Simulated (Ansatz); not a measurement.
Run this with the Ansatz DFT code, driven from Python and show what comes out.

`zro2.cif`
```cif
data_ZrO2
_cell_length_a 3.596100
_cell_length_b 3.596100
_cell_length_c 5.177000
_cell_angle_alpha 90.00000
_cell_angle_beta 90.00000
_cell_angle_gamma 90.00000
_symmetry_space_group_name_H-M 'P 1'
_symmetry_Int_Tables_number 1
loop_
_symmetry_equiv_pos_as_xyz
'x, y, z'
loop_
_atom_site_label
_atom_site_type_symbol
_atom_site_fract_x
_atom_site_fract_y
_atom_site_fract_z
Zr1 Zr    0.000000    0.000000    0.000000
Zr2 Zr    0.500000    0.500000    0.500000
O3 O    0.000000    0.500000    0.203000
O4 O    0.000000    0.500000    0.703000
O5 O    0.500000    0.000000    0.297000
O6 O    0.500000    0.000000    0.797000
```

Script `run_convert.py`:
```python
'''Chain to YAML and back, for ZrO2.'''

from pathlib import Path

import ansatz
from ase.io import read

atoms = read('zro2.cif')
cell = ansatz.Crystal.from_ase(atoms)

model = (
    cell.calculation()
    .occupations('Marzari-Vanderbilt', width=0.01)
    .functional('pbesol')
    .kpoints(mesh=(5, 5, 4))
)
Path('written.yaml').write_text(model.to_yaml())
back = ansatz.Calculation.from_yaml('written.yaml')
print(back.to_python())
print('same input:', back.to_yaml() == model.to_yaml())
```

Running `python run_convert.py` prints:
```text
(
    az.Lattice.of(((3.5961, 0.0, 0.0), (0.0, 3.5961, 0.0), (0.0, 0.0, 5.177)))
    .atom("Zr", (0.0, 0.0, 0.0))
    .atom("Zr", (0.5, 0.5, 0.5))
    .atom("O", (0.0, 0.5, 0.203))
    .atom("O", (0.0, 0.5, 0.703))
    .atom("O", (0.5, 0.0, 0.297))
    .atom("O", (0.5, 0.0, 0.7970000000000002))
    .calculation()
    .kpoints(5, 5, 4)
    .functional("pbesol")
    .occupations(method="cold", width=0.01)
)

same input: True
```

File `written.yaml` afterwards:
```yaml
crystal:
  lattice:
    - [3.5961, 0.0, 0.0]
    - [0.0, 3.5961, 0.0]
    - [0.0, 0.0, 5.177]
  atoms:
    - { symbol: Zr, position: [0.0, 0.0, 0.0] }
    - { symbol: Zr, position: [0.5, 0.5, 0.5] }
    - { symbol: O, position: [0.0, 0.5, 0.203] }
    - { symbol: O, position: [0.0, 0.5, 0.703] }
    - { symbol: O, position: [0.5, 0.0, 0.297] }
    - { symbol: O, position: [0.5, 0.0, 0.7970000000000002] }
kpoints:
  mp_grid:
    grid: [5, 5, 4]
hamiltonian:
  xc: pbesol
scf:
  occupations:
    method: cold
    width: 0.01
```

The input is only written out: it wasn't run, and its settings aren't tested.
